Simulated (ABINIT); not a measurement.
The system is Ru.

```
CELL_PARAMETERS angstrom
2.70580 0.00000 0.00000
-1.35290 2.34329 0.00000
0.00000 0.00000 4.28190
ATOMIC_POSITIONS crystal
Ru 0.66667 0.33333 0.75000
Ru 0.33333 0.66667 0.25000
```

Base run:

- Program: ABINIT 10.8.3 (patched build)
- Functional: r2SCAN
- Potentials or basis: JTH PAW PBE v2.0
- Cutoff: 490 eV
- k mesh: 9 × 9 × 5
- Occupations: fermi-dirac, width 0.05 eV
- Spin: no spin polarisation

Its results: band gap on the k mesh none (metal or under the smearing width); pressure -0.8 GPa.

**Question.** The run is repeated on the same cell with these changes: k mesh from 9 × 9 × 5 to 4 × 4 × 2. What comes out?

**Answer.** Band gap on the k mesh none (metal or under the smearing width); pressure -4.7 GPa.

Caveats: some runs use coarse meshes; the PAW data sets were made with another functional, which shifts forces and pressure a little.
